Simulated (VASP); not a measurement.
Here is a VASP 6.6.1 calculation.

Contents of INCAR:

```
PREC = Accurate
ENCUT = 520
EDIFF = 1E-7
ISMEAR = -1
SIGMA = 0.17
LREAL = Auto
LASPH = T
NELM = 100
ALGO = Fast
ISIF = 2
LWAVE = F
LCHARG = F
NBANDS = 126
```

File KPOINTS:

```
Automatic mesh
0
Gamma
  2 2 2
```

Contents of POSCAR:

```
W
1.0
    6.4236250000      0.0000000000      0.0000000000
    0.0000000000      6.4236250000      0.0000000000
    0.0000000000      0.0000000000      6.4236250000
W
16
Direct
    0.0148514273     -0.0445075794      0.0404600206
    0.5393994824     -0.0404755882      0.0394014283
    0.0728249236      0.4670260172      0.0285975598
    0.0637957540     -0.0195683901      0.5258401603
    0.2907548308      0.2209655763      0.2733814630
    0.5698340112      0.4547432330      0.0528362101
    0.5442565530     -0.0428418533      0.5496584872
    0.7882309444      0.1972562221      0.3225437350
    0.0557162039      0.4748409193      0.5287357217
    0.3015586993      0.7262877269      0.3048123139
    0.2981338419      0.2189417969      0.7840277102
    0.5408628306      0.4564556617      0.5616610559
    0.7985055167      0.7311136625      0.2858977602
    0.7911420732      0.2050399891      0.8059312304
    0.2839518185      0.7124170542      0.7821907412
    0.7860514896      0.7070306875      0.8048103680
```

Potentials or basis: VASP PAW LDA potentials, release 64 (W_sv).

The run is started by

```console
$ cat potpaw_LDA.64/W_sv/POTCAR > POTCAR
$ mpirun -np 1 vasp_std > vasp.out
```

(1) Predict the band gap on the k mesh.

(2) Estimate the pressure.

Answers

(1) none (metal or under the smearing width).

(2) -16.0 GPa.

Caveat: the k mesh is coarse (spacing up to 0.49 Å⁻¹), so the values aren't converged; so large a pressure means that the cell lies far from this level's equilibrium, or that cutoff or potentials fall short; forces of over 1 eV/Å show positions far from the minimum, so gaps and moduli don't describe the material at rest.
